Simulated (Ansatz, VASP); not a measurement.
**One calculation of Ge, two programs**

File INCAR:

```
SYSTEM = Ge
AGGAC = 1.0
AGGAX = 1.0
ALDAC = 0.0
ALDAX = 1.0
ALGO = Normal
EDIFF = 1E-6
ENCUT = 520
GGA = B5
ISIF = 2
ISMEAR = -1
LASPH = .TRUE.
LCHARG = .TRUE.
LELF = .TRUE.
LREAL = .FALSE.
LVHAR = .TRUE.
LWAVE = .FALSE.
NBANDS = 21
NELM = 60
PREC = Accurate
SIGMA = 0.05
```

File KPOINTS:

```
k-points
0
G
  9 9 9
  0 0 0
```

The input POSCAR:

```
Ge
1.0
    0.0000000000      3.0234928075      3.0234928075
    3.0234928075      0.0000000000      3.0234928075
    3.0234928075      3.0234928075      0.0000000000
Ge
2
Direct
    0.5000000000      0.5000000000      0.5000000000
    0.7500000000      0.7500000000      0.7500000000
```

Input for Ansatz:

```yaml
crystal:
  lattice:
    - [0.0, 3.0234928075, 3.0234928075]
    - [3.0234928075, 0.0, 3.0234928075]
    - [3.0234928075, 3.0234928075, 0.0]
  atoms:
    - { symbol: Ge, position: [0.5, 0.5, 0.5] }
    - { symbol: Ge, position: [0.75, 0.75, 0.75] }
hamiltonian:
  xc: blyp
  pseudopotentials:
    kind: paw
    azcp:
      Ge: "pseudopotentials/Ge.paw.azcp"
basis:
  ecutwfc: 420
  fft_grid_basis: typed
kpoints:
  mp_grid: { grid: [9, 9, 9], shift: [0, 0, 0] }
magnetization:
  spin_polarized: false
scf:
  occupations: { method: fermi_dirac, width: 0.05 }
output:
  stress: true
```

Alike in both runs: task single point; functional BLYP; k mesh 9 × 9 × 9; occupations fermi-dirac, width 0.05 eV; no spin polarisation.

```csv
,VASP,Ansatz
version,VASP 6.6.1,Ansatz 0.2.0
potentials or method,"VASP PAW PBE potentials, release 64 (Ge_d)","plane waves (420 eV) with PAW, scalar-relativistic"
plane-wave cutoff (eV),520,420
valence electrons in the cell,28,28
```

```csv
,VASP,Ansatz,Ansatz less VASP
pressure (GPa),-3.0,-3.1,-0.06
```

The functional is the same, so the differences come from potentials, cutoffs and numerics.

Caveats: the PAW data sets were made with another functional, which shifts forces and pressure a little (VASP).
